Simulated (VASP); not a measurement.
Input of a VASP 6.6.1 run:

The input INCAR:

```
SYSTEM = BN
ALGO     = Normal         ! electronic algorithm
EDIFF    = 1E-7           ! SCF threshold, eV
ENCUT    = 520            ! plane-wave cutoff, eV
GGA      = PE             ! functional
ISIF     = 2              ! what is computed and relaxed
ISMEAR   = -1             ! smearing method
LASPH    = .True.         ! aspherical terms in the spheres
LCHARG   = .True.         ! write CHGCAR
LELF     = .True.         ! ELF
LREAL    = .False.        ! projectors in reciprocal space
LVHAR    = .True.       
LWAVE    = .False.        ! write WAVECAR
NBANDS   = 11             ! bands
NELM     = 80             ! most SCF steps
PREC     = Accurate       ! precision mode
SIGMA    = 0.05           ! smearing width, eV
```

File KPOINTS:

```
k-points
0
Gamma
  13 13 9
  0 0 0
```

Contents of POSCAR:

```
BN
1.0
    2.5080409239      0.0000000000      0.0000000000
   -1.2467107647      2.1762310413      0.0000000000
   -0.6306650796     -1.0881155206      3.0225400000
N B
1 1
Direct
    0.6717090000      0.3228770000      0.9778990000
    0.9805750000      0.9672400000     -0.0038620000
```

Potentials or basis: VASP PAW PBE potentials, release 64 (N, B).

Command:

```sh
$ cat potpaw_PBE.64/N/POTCAR potpaw_PBE.64/B/POTCAR > POTCAR
$ mpirun -np 1 vasp_std > vasp.out
```

Q: What does it give for the pressure?

A: 5.8 GPa.

Q: What does it give for the largest force?

A: 3.298 eV/Å.

Q: Estimate the band gap on the k mesh.

A: 2.93 eV, indirect (least direct gap 4.49 eV).

Stress tensor (GPa, compression positive):
```
-3.67 -4.61  0.51
-4.61 12.92  1.70
 0.51  1.70  8.00
```

Caveat: an odd mesh through Γ misses points on the zone boundary, where band edges often lie.
